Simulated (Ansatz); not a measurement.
**Rh(111) / 3 layers Al(111) / Rh(111): resistance against film thickness**

Aim: what a thin film of another metal adds to the resistance, first Rh(111) / 3 layers Al(111) / Rh(111).

Main program and level: Ansatz 0.2.0; Ansatz plane-wave DFT, PBE, PAW files; ballistic transport by layer matching (Landauer), zero bias.

Most raw output is cut from this account.

## (1) Set-up

The cell holds 11 atoms: 8 Rh and 3 Al. Its edges and angles: a = 2.689 Å, b = 2.689 Å, c = 25.556 Å, α = 87.0°, β = 93.0°, γ = 120.0°. It derives from Rh and Al. Regions: lead, 8 atoms (8 Rh); films, 3 atoms (3 Al). The structure is stacked along c, and the current runs across the ab planes.

Structure file:

```cif
data_structure
_symmetry_space_group_name_H-M 'P 1'
_symmetry_Int_Tables_number 1
_cell_length_a 2.6892
_cell_length_b 2.6892
_cell_length_c 25.5562
_cell_angle_alpha 86.984
_cell_angle_beta 93.016
_cell_angle_gamma 120.000
_cell_volume 159.76
loop_
_atom_site_label
_atom_site_type_symbol
_atom_site_fract_x
_atom_site_fract_y
_atom_site_fract_z
_atom_site_occupancy
Rh1 Rh 0.01435 0.98565 0.04304 1
Rh2 Rh 0.37637 0.62363 0.12911 1
Rh3 Rh 0.73840 0.26160 0.21519 1
Rh4 Rh 0.10042 0.89958 0.30127 1
Al5 Al 0.46540 0.53460 0.39620 1
Al6 Al 0.83333 0.16667 0.50000 1
Al7 Al 0.20127 0.79873 0.60380 1
Rh8 Rh 0.56624 0.43376 0.69873 1
Rh9 Rh 0.92827 0.07173 0.78481 1
Rh10 Rh 0.29030 0.70970 0.87089 1
Rh11 Rh 0.65232 0.34768 0.95696 1
```

## (2) With 3 layers

The film is laid into the lead at the lead's in-plane lattice, and the cell closes on the lead's own image. The mesh across the current, 32×32, is finer than the density's, because channels open and close sharply across the zone. Energies from -1 to 1 eV in steps of 0.036 eV cover the slope of the Fermi function at 300 K, so the program can form a conductance.

input.yaml

```yaml
crystal:
  lattice:
    - [2.6891977995, 0.0, 0.0]
    - [-1.3445988998, 2.3289136102, 0.0]
    - [-1.3445988998, 0.7763045367, 25.5089938186]
  atoms:
    - { symbol: Rh, position: [0.0143460566, 0.9856539434, 0.0430381697] }
    - { symbol: Rh, position: [0.376371503, 0.623628497, 0.129114509] }
    - { symbol: Rh, position: [0.7383969495, 0.2616030505, 0.2151908484] }
    - { symbol: Rh, position: [0.1004223959, 0.8995776041, 0.3012671878] }
    - { symbol: Al, position: [0.4654011905, 0.5345988095, 0.3962035716] }
    - { symbol: Al, position: [0.8333333333, 0.1666666667, 0.5] }
    - { symbol: Al, position: [0.2012654761, 0.7987345239, 0.6037964284] }
    - { symbol: Rh, position: [0.5662442707, 0.4337557293, 0.6987328122] }
    - { symbol: Rh, position: [0.9282697172, 0.0717302828, 0.7848091516] }
    - { symbol: Rh, position: [0.2902951637, 0.7097048363, 0.870885491] }
    - { symbol: Rh, position: [0.6523206101, 0.3476793899, 0.9569618303] }
kpoints:
  mp_grid: { grid: [16, 16, 1] }
hamiltonian:
  xc: pbe
scf:
  occupations: { method: fermi_dirac, width: 0.1 }
output:
  transmission: { leads: [[0, 1]], kmesh: [32, 32], e_range: [-1.0, 1.0], de: 0.036 }
  write_potential: true
  write_density: true
  volumetric_format: npy
  elf: true
```

Command:

```bash
$ ansatz run input.yaml --threads 4 --pin off --max-ram 8192MiB --backend cpu --events-out ev --progress --plain --runs-dir out
```

It took 5.2 min on 4 threads of Arm Neoverse V1, shared host; peak memory 0.99 GiB.

This step gave:

| Quantity | Value |
| --- | --- |
| free energy | -52836.0858 eV |
| energy at zero smearing | -52835.8825 eV |
| Fermi energy | 17.81 eV |
| cell area | 6.263 Å² |
| step of the lead's potential | 9.1 meV |
| ballistic conductance of the lead | 2.22e15 S/m² |
| estimated errors of the lead's conductance | 0, 3, 0.3 % (band edges, k-mesh, distance from neutral) |
| lead conductance per cell | 1.797 G₀ |
| conductance of the junction | 8.85e14 S/m² |
| junction conductance per cell | 0.7151 G₀ |
| estimated errors of the junction's conductance | 0.3, 0.2, 4.4, 7.5, 0.2 % (energy step, band edges, k-mesh, leads' steps, distance from neutral) |
| area resistance that the stack adds (contact term taken off, spin by spin) | 0.6806 fΩ m² |

Per spin. The transmission, zone mean by energy, zero at the Fermi level:

| energy (eV) | transmission, zone mean |
| --- | --- |
| -1.000 | 0.682 |
| -0.928 | 0.665 |
| -0.856 | 0.622 |
| -0.784 | 0.623 |
| -0.712 | 0.673 |
| -0.676 | 0.713 |
| -0.640 | 0.746 |
| -0.604 | 0.722 |
| -0.532 | 0.679 |
| -0.460 | 0.666 |
| -0.388 | 0.647 |
| -0.316 | 0.662 |
| -0.244 | 0.656 |
| -0.172 | 0.647 |
| -0.100 | 0.679 |
| -0.028 | 0.713 |
| 0.008 | 0.722 |
| 0.080 | 0.722 |
| 0.152 | 0.676 |
| 0.224 | 0.686 |
| 0.296 | 0.737 |
| 0.368 | 0.765 |
| 0.404 | 0.776 |
| 0.440 | 0.769 |
| 0.512 | 0.704 |
| 0.584 | 0.627 |
| 0.656 | 0.581 |
| 0.692 | 0.587 |
| 0.764 | 0.563 |
| 0.836 | 0.548 |
| 0.908 | 0.515 |
| 0.980 | 0.495 |

Per spin. The open channels, zone mean, lead by energy, zero at the Fermi level:

energy (eV), open channels, zone mean, lead and a bar from the least value:
```
   -1.000       1.80 ##########################
   -0.928       1.79 ##########################
   -0.856       1.79 ##########################
   -0.784       1.69 ########################
   -0.712       1.75 #########################
   -0.676       1.75 #########################
   -0.604       1.73 ########################
   -0.532       1.73 ########################
   -0.460       1.70 ########################
   -0.388       1.68 #######################
   -0.316       1.68 #######################
   -0.244       1.68 #######################
   -0.172       1.72 ########################
   -0.100       1.74 #########################
   -0.028       1.79 ##########################
    0.008       1.80 ##########################
    0.080       1.82 ##########################
    0.152       1.85 ###########################
    0.224       1.90 ############################
    0.296       1.96 ##############################
    0.368       1.97 ##############################
    0.440       1.98 ##############################
    0.512       1.86 ###########################
    0.584       1.62 ######################
    0.656       1.41 #################
    0.692       1.30 ###############
    0.764       1.08 ##########
    0.836       0.98 #######
    0.908       0.79 ###
    0.980       0.65
```

Transmission over k1 and k2. At 0.0080 eV from the Fermi level.

Ten even steps from '0' (0.00) to '9' (1.87), each cell a mean:
```
77504554444455029642033333225014
11434544444444446211001411124001
45254545323234444525443420002344
45544445444444445444543320000022
44444544444444444454444432001023
44442444444444444444434443223323
44442544444433344444443344434033
45442544443333333344444334545003
15444444433332222333444445454022
51254544443332101123344445453136
97644554444332101012334444455379
77314545444433210012334444444522
13304545444433322112333444444433
42004554344444333333333444452445
43204344433444444333344444452444
42334233444244444443344444452444
43201112344434444444444444444444
42200000234454445444444444544444
43321000233455355444434335454535
12114100141111034544433344455421
53104322233102459215544444553165
97304343434431489622444444444039
```
Columns: k1 (b1) from -0.5 to 0.469; rows upwards: k2 (b2) from -0.5 to 0.469.

Open channels over k1 and k2. At 0.0080 eV from the Fermi level.

Values, 12 rows by 16 columns, each cell a mean:
```
2.25 2.19 2.19 1.13 1.00 1.00 1.88 2.00 2.56 1.88 0.69 0.88 1.00 1.00 0.69 1.44
1.81 1.94 2.81 2.31 2.12 2.75 2.06 2.56 2.56 2.19 1.31 0.94 1.56 1.62 1.31 0.94
1.00 1.12 2.31 2.00 2.12 2.25 2.25 2.00 2.00 2.31 1.19 1.00 1.00 1.31 1.38 1.00
1.00 1.00 2.81 2.50 2.00 2.00 2.00 2.00 2.00 2.19 2.69 1.88 1.00 1.00 0.69 0.88
1.88 1.50 2.25 2.44 2.00 2.00 2.00 2.00 2.00 2.00 2.06 2.50 1.75 1.75 1.62 1.44
2.56 2.19 2.81 2.00 2.00 2.00 2.00 2.38 2.56 2.00 2.00 2.00 2.12 2.50 2.19 2.56
2.25 1.88 2.31 2.38 2.12 2.00 2.00 2.00 2.38 2.00 2.00 2.00 2.00 2.31 2.38 2.12
1.25 0.62 1.56 1.12 1.94 2.69 2.06 2.00 2.00 2.00 2.00 2.00 2.00 2.75 1.81 1.38
1.00 0.87 1.19 1.00 1.00 1.87 2.31 2.00 2.00 2.00 2.00 2.00 2.00 2.44 1.81 1.00
1.00 1.00 1.81 1.25 1.00 1.00 1.62 2.50 2.12 2.31 2.50 2.50 2.12 2.31 2.12 1.25
1.31 0.56 1.50 1.31 1.19 0.56 1.75 2.06 2.50 2.25 1.75 1.94 1.56 2.38 2.25 2.25
2.56 1.25 1.19 1.00 1.00 0.88 1.50 2.38 2.69 2.00 1.38 1.00 1.00 1.31 2.00 2.50
```
Columns: k1 (b1) from -0.5 to 0.469; rows upwards: k2 (b2) from -0.5 to 0.469.

Electrostatic potential energy in the ca plane at fractional y = 0.262, with atoms of Rh within 0.2 Å of it. With pseudopotentials it is smooth inside the atoms' cores, unlike the true potential.

Values in eV, 5 rows by 16 columns, each cell a mean:
```
  8  19  16  15 -30 -14  18  19  19  17  18   5   5  17  16  18
 18  20  18  14 -33 -15  18  18  18  13  17   6   5  18  15  18
 11  18  13  16 -11   5  12  12  15   2  15  15  15  19  14  17
-17  14   0  14  16  17   6   6  13   0  14  15  13  19  15  17
-20  14   4  15   2   9  13  14  17   9  17   6   3  17  16  18
```
Columns run along c (16.0 Å, from fractional 0.04 to 0.66 of the cell; values clipped at the 3rd and 97th percentile), rows up along a (2.7 Å). Atoms in or near the plane, at fractional coordinates: Rh at (0.22, 0.74).

Valence density in the ca plane at fractional y = 0.262, with atoms of Rh within 0.2 Å of it. It is the smooth field of the valence electrons, not physical close to the nuclei.

Ten steps, logarithmic in the rise over the least value, from '0' (0 e/Å³) to '9' (13 e/Å³), each cell a mean:
```
44321222223688752222110011111110000111111110
22211122223799852222110011111111000111111111
22111122223799852222211111111111111110111111
22211122223578632233211111111111111100111111
44322233322344322344321111111111111100111111
66532345422222212355421111111111111100111111
77532345422233222344321111111111111111111111
66532244322356532233211111111111000111111111
```
Columns run along c (16.0 Å, from fractional 0.04 to 0.66 of the cell), rows up along a (2.7 Å). Atoms in or near the plane, at fractional coordinates: Rh at (0.22, 0.74).

ELF in the ca plane at fractional y = 0.262, with atoms of Rh within 0.2 Å of it. It is the smooth field of the valence electrons, not physical close to the nuclei.

Values, 5 rows by 16 columns, each cell a mean:
```
0.27 0.21 0.23 0.25 0.65 0.47 0.26 0.24 0.29 0.62 0.58 0.25 0.17 0.55 0.66 0.38
0.24 0.19 0.25 0.26 0.69 0.49 0.26 0.24 0.32 0.62 0.56 0.41 0.36 0.45 0.65 0.45
0.25 0.21 0.24 0.24 0.43 0.31 0.25 0.25 0.41 0.40 0.49 0.58 0.60 0.34 0.62 0.49
0.47 0.24 0.33 0.24 0.24 0.23 0.29 0.28 0.43 0.33 0.48 0.58 0.59 0.37 0.64 0.46
0.49 0.24 0.29 0.24 0.33 0.28 0.25 0.25 0.37 0.59 0.56 0.38 0.27 0.51 0.66 0.39
```
Columns run along c (16.0 Å, from fractional 0.04 to 0.66 of the cell), rows up along a (2.7 Å). Atoms in or near the plane, at fractional coordinates: Rh at (0.22, 0.74).

The lead's potential steps by 9.1 meV from period to period, small in itself. The program estimates the junction's conductance to 4.4 % from the k-mesh, 0.2 % from the leads' distance from neutral and 7.5 % from their steps.

By hand: 1/G − 1/G_lead = 1/0.8847 − 1/2.224 = 0.681 fΩ m² with G in 10¹⁵ S/m².

## (3) With 5 layers, film layers 5

The stack now holds 5 film layers; the k-mesh follows the cell, and the energies span -0.27 to 0.27 eV.

System of this step: Rh(111) / 5 layers Al(111) / Rh(111). The cell holds 13 atoms: 8 Rh and 5 Al. Its edges and angles: a = 2.689 Å, b = 2.689 Å, c = 30.844 Å, α = 92.5°, β = 87.5°, γ = 120.0°. It derives from Rh and Al. Regions: lead, 8 atoms (8 Rh); films, 5 atoms (5 Al). The structure is stacked along c, and the current runs across the ab planes.

input.yaml

```yaml
crystal:
  lattice:
    - [2.6891977995, 0.0, 0.0]
    - [-1.3445988998, 2.3289136102, 0.0]
    - [1.3445988998, -0.7763045367, 30.8044787176]
  atoms:
    - { symbol: Rh, position: [0.9881201214, 0.0118798786, 0.0356396359] }
    - { symbol: Rh, position: [0.2976936975, 0.7023063025, 0.1069189076] }
    - { symbol: Rh, position: [0.6072672736, 0.3927327264, 0.1781981793] }
    - { symbol: Rh, position: [0.9168408497, 0.0831591503, 0.249477451] }
    - { symbol: Al, position: [0.2239687768, 0.7760312232, 0.3280936695] }
    - { symbol: Al, position: [0.5286510551, 0.4713489449, 0.4140468348] }
    - { symbol: Al, position: [0.8333333333, 0.1666666667, 0.5] }
    - { symbol: Al, position: [0.1380156116, 0.8619843884, 0.5859531652] }
    - { symbol: Al, position: [0.4426978898, 0.5573021102, 0.6719063305] }
    - { symbol: Rh, position: [0.749825817, 0.250174183, 0.750522549] }
    - { symbol: Rh, position: [0.0593993931, 0.9406006069, 0.8218018207] }
    - { symbol: Rh, position: [0.3689729692, 0.6310270308, 0.8930810924] }
    - { symbol: Rh, position: [0.6785465453, 0.3214534547, 0.9643603641] }
kpoints:
  mp_grid: { grid: [16, 16, 1] }
hamiltonian:
  xc: pbe
scf:
  occupations: { method: fermi_dirac, width: 0.1 }
output:
  transmission:
    leads: [[0, 1]]
    kmesh: [32, 32]
    e_range: [-0.27, 0.27]
    de: 0.036
  write_potential: true
  write_density: true
  volumetric_format: npy
```

Wall time 2.8 min (4 threads); peak memory 1.2 GiB.

Numbers from this step:

| Quantity | Value |
| --- | --- |
| free energy | -53910.9192 eV |
| energy at zero smearing | -53910.7038 eV |
| Fermi energy | 16.09 eV |
| step of the lead's potential | 10.8 meV |
| conductance of the junction | 8.99e14 S/m² |
| junction conductance per cell | 0.7266 G₀ |
| estimated errors of the junction's conductance | 0.3, 0.5, 3.4, 5.1, 0.1 % (energy step, band edges, k-mesh, leads' steps, distance from neutral) |
| area resistance that the stack adds (contact term taken off, spin by spin) | 0.6627 fΩ m² |

Per spin. Transmission, zone mean against energy, zero at the Fermi level:

```csv
energy (eV),"transmission, zone mean"
-0.270,0.695
-0.234,0.699
-0.198,0.724
-0.162,0.709
-0.126,0.730
-0.090,0.733
-0.054,0.713
-0.018,0.732
0.018,0.721
0.054,0.737
0.090,0.739
0.126,0.736
0.162,0.729
0.198,0.754
0.234,0.748
0.270,0.739
```

The conductance of the junction is 9.0e14 S/m², 1.6 % over the 8.8e14 S/m² of the last finished run, within the error estimates, leads' steps apart, of 4.4 and 3.4 %.

## (4) With 6 layers, film layers 6

The stack now holds 6 film layers; the k-mesh follows the cell, and the energies span -0.27 to 0.27 eV.

System of this step: Rh(111) / 6 layers Al(111) / Rh(111). The cell holds 14 atoms: 8 Rh and 6 Al. Its edges and angles: a = 2.689 Å, b = 2.689 Å, c = 33.488 Å, α = 87.7°, β = 92.3°, γ = 120.0°. It derives from Rh and Al. Regions: lead, 8 atoms (8 Rh); films, 6 atoms (6 Al). The structure is stacked along c, and the current runs across the ab planes.

input.yaml

```yaml
crystal:
  lattice:
    - [2.6891977995, 0.0, 0.0]
    - [-1.3445988998, 2.3289136102, 0.0]
    - [-1.3445988998, 0.7763045367, 33.4522211671]
  atoms:
    - { symbol: Rh, position: [0.0109395865, 0.9890604135, 0.0328187596] }
    - { symbol: Rh, position: [0.3661520929, 0.6338479071, 0.0984562788] }
    - { symbol: Rh, position: [0.7213645993, 0.2786354007, 0.164093798] }
    - { symbol: Rh, position: [0.0765771057, 0.9234228943, 0.2297313172] }
    - { symbol: Al, position: [0.434041688, 0.565958312, 0.302125064] }
    - { symbol: Al, position: [0.7937583461, 0.2062416539, 0.3812750384] }
    - { symbol: Al, position: [0.1534750043, 0.8465249957, 0.4604250128] }
    - { symbol: Al, position: [0.5131916624, 0.4868083376, 0.5395749872] }
    - { symbol: Al, position: [0.8729083205, 0.1270916795, 0.6187249616] }
    - { symbol: Al, position: [0.2326249787, 0.7673750213, 0.697874936] }
    - { symbol: Rh, position: [0.5900895609, 0.4099104391, 0.7702686828] }
    - { symbol: Rh, position: [0.9453020673, 0.0546979327, 0.835906202] }
    - { symbol: Rh, position: [0.3005145737, 0.6994854263, 0.9015437212] }
    - { symbol: Rh, position: [0.6557270801, 0.3442729199, 0.9671812404] }
kpoints:
  mp_grid: { grid: [16, 16, 1] }
hamiltonian:
  xc: pbe
scf:
  occupations: { method: fermi_dirac, width: 0.1 }
output:
  transmission:
    leads: [[0, 1]]
    kmesh: [32, 32]
    e_range: [-0.27, 0.27]
    de: 0.036
  write_potential: true
  write_density: true
  volumetric_format: npy
```

Wall time 3 min (4 threads); peak memory 1.3 GiB; 10 min of CPU time.

Numbers from this step:

| Quantity | Value |
| --- | --- |
| free energy | -54448.3275 eV |
| energy at zero smearing | -54448.1036 eV |
| Fermi energy | 15.43 eV |
| step of the lead's potential | 10.6 meV |
| conductance of the junction | 9.24e14 S/m² |
| junction conductance per cell | 0.7469 G₀ |
| estimated errors of the junction's conductance | 0.1, 0.3, 3.7, 6.9, 0.4 % (energy step, band edges, k-mesh, leads' steps, distance from neutral) |
| area resistance that the stack adds (contact term taken off, spin by spin) | 0.6325 fΩ m² |

Per spin. Transmission, zone mean against energy, zero at the Fermi level:

```csv
energy (eV),"transmission, zone mean"
-0.270,0.704
-0.234,0.709
-0.198,0.760
-0.162,0.739
-0.126,0.728
-0.090,0.742
-0.054,0.754
-0.018,0.757
0.018,0.743
0.054,0.729
0.090,0.728
0.126,0.726
0.162,0.724
0.198,0.733
0.234,0.747
0.270,0.769
```

The conductance of the junction is 9.2e14 S/m², 2.8 % over the 9.0e14 S/m² of the last finished run, within the error estimates, leads' steps apart, of 3.4 and 3.7 %.

## (5) With 8 layers, film layers 8

The stack now holds 8 film layers; the k-mesh follows the cell, and the energies span -0.27 to 0.27 eV.

System of this step: Rh(111) / 8 layers Al(111) / Rh(111). The cell holds 16 atoms: 8 Rh and 8 Al. Its edges and angles: a = 2.689 Å, b = 2.689 Å, c = 38.779 Å, α = 92.0°, β = 88.0°, γ = 120.0°. It derives from Rh and Al. Regions: lead, 8 atoms (8 Rh); films, 8 atoms (8 Al). The structure is stacked along c, and the current runs across the ab planes.

input.yaml

```yaml
crystal:
  lattice:
    - [2.6891977995, 0.0, 0.0]
    - [-1.3445988998, 2.3289136102, 0.0]
    - [1.3445988998, -0.7763045367, 38.7477060661]
  atoms:
    - { symbol: Rh, position: [0.9905554804, 0.0094445196, 0.0283335587] }
    - { symbol: Rh, position: [0.3049997746, 0.6950002254, 0.0850006761] }
    - { symbol: Rh, position: [0.6194440688, 0.3805559312, 0.1416677935] }
    - { symbol: Rh, position: [0.933888363, 0.066111637, 0.1983349109] }
    - { symbol: Al, position: [0.246388363, 0.753611637, 0.2608349109] }
    - { symbol: Al, position: [0.5569440688, 0.4430559312, 0.3291677935] }
    - { symbol: Al, position: [0.8674997746, 0.1325002254, 0.3975006761] }
    - { symbol: Al, position: [0.1780554804, 0.8219445196, 0.4658335587] }
    - { symbol: Al, position: [0.4886111862, 0.5113888138, 0.5341664413] }
    - { symbol: Al, position: [0.799166892, 0.200833108, 0.6024993239] }
    - { symbol: Al, position: [0.1097225978, 0.8902774022, 0.6708322065] }
    - { symbol: Al, position: [0.4202783036, 0.5797216964, 0.7391650891] }
    - { symbol: Rh, position: [0.7327783036, 0.2672216964, 0.8016650891] }
    - { symbol: Rh, position: [0.0472225978, 0.9527774022, 0.8583322065] }
    - { symbol: Rh, position: [0.361666892, 0.638333108, 0.9149993239] }
    - { symbol: Rh, position: [0.6761111862, 0.3238888138, 0.9716664413] }
kpoints:
  mp_grid: { grid: [16, 16, 1] }
hamiltonian:
  xc: pbe
scf:
  occupations: { method: fermi_dirac, width: 0.1 }
output:
  transmission:
    leads: [[0, 1]]
    kmesh: [32, 32]
    e_range: [-0.27, 0.27]
    de: 0.036
  write_potential: true
  write_density: true
  volumetric_format: npy
```

Elapsed: 3.2 min, on 4 threads; peak memory 1.5 GiB; 11 min of CPU time.

This step gave:

* free energy: -55523.1702 eV
* energy at zero smearing: -55522.9341 eV
* Fermi energy: 14.39 eV
* step of the lead's potential: 10.8 meV
* conductance of the junction: 9.27e14 S/m²
* junction conductance per cell: 0.7492 G₀
* estimated errors of the junction's conductance: 0.7, 0.2, 3.4, 12, 0.7 % (energy step, band edges, k-mesh, leads' steps, distance from neutral)
* area resistance that the stack adds (contact term taken off, spin by spin): 0.6292 fΩ m²

Per spin. Transmission, zone mean against energy, zero at the Fermi level:

| energy (eV) | transmission, zone mean |
| --- | --- |
| -0.270 | 0.684 |
| -0.234 | 0.672 |
| -0.198 | 0.679 |
| -0.162 | 0.676 |
| -0.126 | 0.712 |
| -0.090 | 0.730 |
| -0.054 | 0.719 |
| -0.018 | 0.733 |
| 0.018 | 0.767 |
| 0.054 | 0.782 |
| 0.090 | 0.767 |
| 0.126 | 0.728 |
| 0.162 | 0.738 |
| 0.198 | 0.749 |
| 0.234 | 0.748 |
| 0.270 | 0.757 |

The conductance of the junction is 9.3e14 S/m², 0.30 % over the 9.2e14 S/m² of the last finished run, within the error estimates, leads' steps apart, of 3.7 and 3.4 %. The estimate from the leads' steps, 12 %, is larger still.

(Continued in part 2 of 2.)

[Logs are printed without paths, hosts, clocks, repeated set-up lines and the standing remarks that a program may print on its own settings, such as how far it seeks lower states.]

[Hosts, paths, dates, database ids (printed as entryN), source tags and the programs' standing remarks are cut or masked in the printed files.]
